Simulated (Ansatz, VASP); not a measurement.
AlP in VASP and in Ansatz

```
Al P
1.0
     0.00000    2.75340    2.75340
     2.75340    0.00000    2.75340
     2.75340    2.75340    0.00000
Al P
1 1
Direct
  0.00000 0.00000 0.00000
  0.25000 0.25000 0.25000
```

Alike in both runs: task relaxation of cell and atoms; functional PBE; dispersion D3(BJ); k mesh 8 × 8 × 8; occupations gaussian, width 0.02 eV; no spin polarisation.

```csv
,VASP,Ansatz
version,VASP 6.6.1,Ansatz 0.2.0
potentials or method,"VASP PAW PBE potentials, release 64 (Al, P)","scalar-relativistic, plane waves, PAW"
plane-wave cutoff (eV),600,420
valence electrons in the cell,8,8
```

VASP gave:

* gap on the k mesh at the Fermi level, each at its own relaxed structure (eV): 1.57
* relaxed volume (Å³/atom): 20.24
* relaxed cell length with the largest relative difference (Å): 3.854
* energy change over the relaxation (meV/atom): -5

Problem. Estimate Ansatz's values.

Solution. gap on the k mesh at the Fermi level, each at its own relaxed structure (eV): 1.57; relaxed volume (Å³/atom): 20.26; relaxed cell length with the largest relative difference (Å): 3.855; energy change over the relaxation (meV/atom): -5.

A k mesh can miss the band edges. As with any semilocal functional, this PBE gap is likely too small.
